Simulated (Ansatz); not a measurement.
# In: relativity, spin-orbit coupling and the nucleus, part 2 of 2

What happens to In at a fixed cell under these changes: no relativity; spin-orbit coupling on?

Ansatz 0.2.0; DFT PBE; a database cell (COD).

**4. Spin-orbit coupling on, PAW**

The input, input.yaml:

```yaml
crystal:
  lattice:
    - [-1.62615, 1.62615, 2.47395]
    - [1.62615, -1.62615, 2.47395]
    - [1.62615, 1.62615, -2.47395]
  atoms:
    - { symbol: In, position: [0.0, 0.0, 0.0] }
kpoints:
  mp_grid: { grid: [14, 14, 14] }
  band_path:
    path:
      - [0.0, 0.0, 0.0]
      - [0.0, 0.0, 0.5]
      - [0.25, 0.25, 0.25]
      - [0.0, 0.5, 0.0]
      - [0.0, 0.0, 0.0]
      - [0.5, 0.5, -0.5]
      - [0.3580138334, 0.6419861666, -0.3580138334]
      - [-0.3580138334, 0.3580138334, 0.3580138334]
      - [0.0, 0.0, 0.0]
    npoints: 5
scf:
  occupations: { method: fermi_dirac, width: 0.05 }
hamiltonian:
  xc: pbe
  pseudopotentials: { kind: paw_fr }
output:
  forces: true
  stress: true
  eigenvalues: true
  efg: { contact_densities: true }
magnetization:
  noncollinear: true
  spin_orbit: true
```

Run with:

```
$ ansatz run input.yaml --threads 1 --pin off --max-ram 2048MiB --backend cpu --events-out ev --progress --plain --runs-dir out
```

The program printed:

```text
Engine: ansatz 0.2.0
Pseudopotentials: kind: paw_fr
Pseudopotential: In, paw_fr, valence charge 13, recommended cutoff 420 eV (normal)#standard-fr
Functional definition: PBE
  parameter kappa = 0.804
  parameter beta = 0.06672455060314922
  exchange = pbe_x(kappa = kappa, mu = beta*pi^2/3)
  correlation = pbe_c(beta = beta)
non-collinear run that drives no moment, with spin-orbit: no starting moment large enough to seed its density (crystal.atoms[].spin), no starting occupations that ask for one, no magnetisation constraint and no magnetic field, so the semilocal B_xc is pinned to zero
Crystal: 1 atoms, lattice volume = 26.168 Å³
Basis set: ecut = 420 eV, 533 PW (Γ), exchange–correlation on 48×48×48 points (8 copies of the dense FFT grid, shifted against one another)
Bands: 22, of which v1, the nominal top of the filled ones, is band 13 counted from 1 (12 counted from 0)
Symmetry: 16 space group operations + 16 with time reversal
Magnetic group: BNS 139.532 (UNI 1192), of the structure as read, at distance tolerance 3.0e-5 Å
k-points: 244 of 2744
Projection manifold: j_resolved (fully-relativistic pseudo-atomic orbitals)
Non-local potential: In, projectors of the file, l = 0: 2, l = 1: 4, l = 2: 4, l = 3: 4
PAW form: soft (Blöchl's): semilocal exchange-correlation on the pseudo side does not see the compensation charge
PAW one-centre angular grid: In, 590 points (default); XC on 64 Gauss nodes
Initial density: superposition of atomic densities (chi_scale 0.1, normalization cell)
Initial wavefunctions: pseudopotential atomic-orbital guess
Functional: x = pbe(κ = 0.804, μ = 0.2195149727645171), c = pbe(β = 0.06672455060314922)
SCF iter   1: F=—  HF=-5599.784957 eV  |F-HF|=—  |Δ(HF+E_count)|=         —  Δρ=1.36e-2  dr2=6.34e-2  dr2_m=0.00e0 (ungated)  ethr=3.10e-3  |M|=0.00e0 ∫|m|=0.00e0 μB  |m|>n=0.0e0 m-floor=0.0e0 τ_xc=0.0e0  β_m=0.30  ⟨swp⟩=9.9  Hψ=18225  notcnv=0  defer=62
preconditioner: auto → none  [metal: Δε(μ)=0.050 eV  Ē_g=19.351 eV  σ=0.050 eV  W_gap=0.24  n_scr=8 (ndim 8)  ℏωp=26.2 eV  f_vac=0.000  D(μ)=0.41/eV (n_scr^D=0)  sad-step TF]
SCF iter   2: F=—  HF=-5599.772479 eV  |F-HF|=—  |Δ(HF+E_count)|=   1.25e-2  Δρ=1.12e-2  dr2=4.19e-2  dr2_m=0.00e0 (ungated)  ethr=4.88e-4  |M|=0.00e0 ∫|m|=0.00e0 μB  |m|>n=0.0e0 m-floor=0.0e0 τ_xc=0.0e0  β_m=0.65  ⟨swp⟩=1.9  Hψ=4171  notcnv=0  defer=710
SCF iter   3: F=—  HF=-5599.763756 eV  |F-HF|=—  |Δ(HF+E_count)|=   8.72e-3  Δρ=5.41e-3  dr2=5.04e-3  dr2_m=0.00e0 (ungated)  ethr=3.23e-4  |M|=0.00e0 ∫|m|=0.00e0 μB  |m|>n=0.0e0 m-floor=0.0e0 τ_xc=0.0e0  β_m=0.71  ⟨swp⟩=2.9  Hψ=4960  notcnv=0  defer=812
SCF iter   4: F=—  HF=-5599.761317 eV  |F-HF|=—  |Δ(HF+E_count)|=   2.44e-3  Δρ=9.46e-4  dr2=3.05e-4  dr2_m=0.00e0 (ungated)  ethr=3.88e-5  |M|=0.00e0 ∫|m|=0.00e0 μB  |m|>n=0.0e0 m-floor=0.0e0 τ_xc=0.0e0  β_m=0.68  ⟨swp⟩=2.0  Hψ=5099  notcnv=0  defer=820
SCF iter   5: F=—  HF=-5599.761237 eV  |F-HF|=—  |Δ(HF+E_count)|=   7.90e-5  Δρ=3.70e-4  dr2=4.61e-5  dr2_m=0.00e0 (ungated)  ethr=2.34e-6  |M|=0.00e0 ∫|m|=0.00e0 μB  |m|>n=0.0e0 m-floor=0.0e0 τ_xc=0.0e0  β_m=0.84  ⟨swp⟩=2.1  Hψ=3817  notcnv=0  defer=820
SCF iter   6: F=—  HF=-5599.761221 eV  |F-HF|=—  |Δ(HF+E_count)|=   1.69e-5  Δρ=8.02e-5  dr2=1.99e-6  dr2_m=0.00e0 (ungated)  ethr=3.54e-7  |M|=0.00e0 ∫|m|=0.00e0 μB  |m|>n=0.0e0 m-floor=0.0e0 τ_xc=0.0e0  β_m=0.92  ⟨swp⟩=2.1  Hψ=3588  notcnv=0  defer=820
SCF iter   7: F=-5599.761220 eV  HF=-5599.761220 eV  |F-HF|=4.93e-8  |Δ(HF+E_count)|=   9.21e-7  Δρ=1.37e-5  dr2=5.20e-8  dr2_m=0.00e0 (ungated)  ethr=7.69e-10  |M|=0.00e0 ∫|m|=0.00e0 μB  |m|>n=0.0e0 m-floor=0.0e0 τ_xc=0.0e0  ⟨swp⟩=8.6  Hψ=13603  notcnv=0
SCF 1 converged in 7 iterations: F = -5599.761220 eV  dr2 = 5.20e-8
NSCF: frozen V_eff on 41 k-points
SCF converged after 7 iterations
Magnetization: |M| = 0.0000 μB,  M = (+0.0000, +0.0000, +0.0000) μB
Absolute magnetization: 0.0000 μB (∫|m|)
  site 0: m = (+0.0000, +0.0000, +0.0000) μB, |m| = 0.0000 μB  (R = 1.34 Å)
Free energy (F): -5599.761220 eV
Harris-Foulkes:  -5599.761220 eV  (|F-HF|=4.93e-8)
Internal energy: -5599.757835 eV  (E = F + TS)
E sigma→0 (E₀):  -5599.759527 eV
Entropy (-TS):   -0.003385 eV (-3.385 meV/atom)
Fermi energy:    10.289272 eV
--- Per-component energies (eV) ---
  E_band       = -23.391906
  E_kinetic    = 241.483955
  E_local      = -1074.877904  (includes V_loc(G=0)·N_el)
  E_nonlocal   = 366.120955
  E_hartree    = 421.498766
  E_xc         = -216.136947
  E_vxc        = -100.100000  (∫ρ·V_xc dr)
  E_paw        = -4154.248015  (= ΣΔE_a)
  E_vpaw       = -299.025995  (= ΣTr[D̂ρ^β])
  E_aug_tail   = 0.000025  (compensation charges beyond the density's cutoff)
  E_ewald      = -1183.598671
  E_smearing   = -0.003385  (= −TS)
  E_closure    = -0.000000  (closes the sum)
  Σ components = -5599.761220   (vs F -5599.761220, Δ=0.00e0)
--- Forces (eV/Å), atoms counted from 1 ---
  atom   1  In    -0.00000000    -0.00000000    -0.00000000
  max |Σ_I F_I| component: 4.10e-29 eV/Å
--- Stress (GPa, compression-positive) ---
        1.757939      -0.000000      -0.000000
       -0.000000       1.757939       0.000000
       -0.000000       0.000000       2.061700
  P = ⅓ Tr σ = 1.8592 GPa (18.592 kbar)
--- PAW observables at the nuclei: V_zz in 10²¹ V/m², potentials from the cell's mean, atoms counted from 1 ---
  atom   1  In V_zz =    +2.112978   η = 0.0000   by run symmetry: allowed
            electrostatic potential = -7946.065486 V   contact ρ = 1135941.733138 e/Å³
--- Band table (eV; the first three rows and the last of 244) ---
  k-point 0: bands = ["-4.8382", "-4.8382", "-4.8214", "-4.8214", "-4.0414", "-4.0414", "-3.9493", "-3.9493", "-3.8935", "-3.8935", "0.7149", "0.7149", "20.2073", "20.2073", "21.0730", "21.0730", "21.2013", "21.2013", "21.8224", "21.8224", "24.1781", "24.1781"]
  k-point 1: bands = ["-4.8301", "-4.8301", "-4.8185", "-4.8185", "-4.0332", "-4.0332", "-3.9445", "-3.9445", "-3.8977", "-3.8977", "0.8708", "0.8708", "19.4611", "19.4611", "20.1794", "20.1794", "20.3955", "20.3955", "21.1478", "21.1478", "25.2418", "25.2418"]
  k-point 2: bands = ["-4.8204", "-4.8204", "-4.8024", "-4.8024", "-4.0144", "-4.0144", "-3.9277", "-3.9277", "-3.9055", "-3.9055", "1.3420", "1.3420", "18.0121", "18.0121", "18.6057", "18.6057", "19.1447", "19.1447", "20.1026", "20.1026", "23.3646", "23.3646"]
  k-point 243: bands = ["-4.8800", "-4.8800", "-4.7918", "-4.7918", "-3.9593", "-3.9593", "-3.9064", "-3.9064", "-3.6797", "-3.6797", "7.3368", "7.3368", "7.5733", "7.5733", "14.7787", "14.7787", "15.1713", "15.1713", "18.4383", "18.4383", "18.4480", "18.4480"]
```

It took 10 s on 1 thread of AMD EPYC 9R45 (Zen 5), shared host; peak memory 0.68 GiB.

Read from it: pressure 1.86 GPa; no gap; Vzz In 2.11 (η = 0.00) (10²¹ V/m²).

**5. Side by side**

```
                         run  pressure (GPa)  Vzz In (10²¹ V/m²)  SCF cycles, all passes   time
         no relativity, LAPW            2.39                   –                       7  6.5 s
spin-orbit coupling on, LAPW            1.86                   –                       7   52 s
 spin-orbit coupling on, PAW            1.86                2.11                       7   10 s
```

**6. Results**

This closing draws on all 2 parts.

| quantity | value |
| --- | --- |
| pressure, no relativity, LAPW | 2.39 GPa |
| pressure, spin-orbit coupling on, LAPW | 1.86 GPa |

In words: Going from no relativity to the run with spin-orbit coupling (scalar and spin-orbit effects together) moves the pressure by -0.53 GPa; the heaviest element has Z = 49. With spin-orbit coupling: in pressure, PAW differs from LAPW by less than 0.01 GPa.
